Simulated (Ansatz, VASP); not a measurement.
# TiS2 (pbesol): VASP beside Ansatz

Contents of INCAR:

```
PREC = Accurate
ENCUT = 520
EDIFF = 1E-6
ISMEAR = 0
SIGMA = 0.1
LREAL = False
LASPH = True
NELM = 100
ALGO = Fast
ISIF = 2
LWAVE = False
LCHARG = True
GGA = PS
LELF = True
LVHAR = True
NBANDS = 19
```

File KPOINTS:

```
Automatic mesh
0
Gamma
  6 6 4
```

File POSCAR:

```
TiS2
1.0
    3.4120000000      0.0000000000      0.0000000000
   -1.7060000000      2.9548786777      0.0000000000
    0.0000000000      0.0000000000      5.6950000000
Ti S
1 2
Direct
    0.0000000000      0.0000000000      0.0000000000
    0.3333333333      0.6666666667      0.2500000000
    0.6666666667      0.3333333333      0.7500000000
```

Input for Ansatz:

```yaml
crystal:
  lattice:
    - [3.412, 0.0, 0.0]
    - [-1.706, 2.9548786777, 0.0]
    - [0.0, 0.0, 5.695]
  atoms:
    - { symbol: Ti, position: [0.0, 0.0, 0.0] }
    - { symbol: S, position: [0.3333333333, 0.6666666667, 0.25] }
    - { symbol: S, position: [0.6666666667, 0.3333333333, 0.75] }
basis:
  ecutwfc: 420
kpoints:
  mp_grid: { grid: [6, 6, 4] }
hamiltonian:
  xc: pbesol
scf:
  occupations: { method: gaussian, width: 0.1 }
output:
  forces: true
  stress: true
  eigenvalues: true
```

Alike in both runs: task single point; functional PBEsol; k mesh 6 × 6 × 4; occupations gaussian, width 0.1 eV; no spin polarisation.

```csv
,VASP,Ansatz
version,VASP 6.6.1,Ansatz 0.2.0
potentials or method,"VASP PAW PBE potentials, release 64 (Ti_sv, S)","scalar-relativistic, plane waves, PAW"
plane-wave cutoff (eV),520,420
valence electrons in the cell,24,24
```

|  | VASP | Ansatz | Ansatz less VASP |
| --- | --- | --- | --- |
| gap on the k mesh at the Fermi level (eV) | none | none | - |
| pressure (GPa) | -3.5 | -3.5 | -0.02 |
| largest component of the traceless stress (GPa) | 1.15 | 1.08 | -0.067 |
| rms of the force components (eV/Å) | 0.117 | 0.124 | +0.0069 |

Atom by atom the forces differ by 0.007 eV/Å (rms over components). A gap of «none» marks a metal or a gap that the smearing closes.

Caveats: the PAW data sets were made with another functional, which shifts forces and pressure a little (VASP).
